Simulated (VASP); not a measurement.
A run of VASP 6.6.1 is set up as follows.

INCAR

```
SYSTEM = PbSe
PREC = Accurate
ENCUT = 520
EDIFF = 1E-7
ISMEAR = -1
SIGMA = 0.05
LREAL = .FALSE.
LASPH = .TRUE.
NELM = 100
ALGO = Normal
ISIF = 2
LWAVE = .FALSE.
LCHARG = .FALSE.
GGA = PS
NBANDS = 17
```

Contents of KPOINTS:

```
Automatic mesh
0
G
  8 8 8
  0 0 0
```

The input POSCAR:

```
PbSe
1.0
    0.0000000000      3.0508352534      3.0508352534
    3.0508352534      0.0000000000      3.0508352534
    3.0508352534      3.0508352534      0.0000000000
Pb Se
1 1
Direct
    0.0000000000      0.0000000000      0.0000000000
    0.5000000000      0.5000000000      0.5000000000
```

Potentials or basis: VASP PAW PBE potentials, release 64 (Pb_d, Se).

Run with:

```console
$ cat potpaw_PBE.64/Pb_d/POTCAR potpaw_PBE.64/Se/POTCAR > POTCAR
$ mpirun -np 1 vasp_std > vasp.out
```

Estimate the band gap on the k mesh.

0.17 eV.

Estimate the pressure.

0.0 GPa.

Caveat: the PAW data sets were made with another functional, which shifts forces and pressure a little; spin-orbit coupling is left out, which moves the levels of the heavy elements.

**What was measured.**

From a printed reference work, monograph, for a bulk crystal of PbSe at 4.2 K: band gap 0.15 eV (direct).

Against the measured gap of PbSe, 0.15 eV (direct; 4.2 K; a printed reference work, monograph), the calculated 0.17 eV is off by +0.02 eV. 2 values of this kind are on record (0.15 to 0.28 eV); this one was drawn at random. Spin-orbit coupling on Pb, Se is left out. The value is that of PBEsol on a finite k mesh, which can miss the band edges, without temperature or zero-point motion.
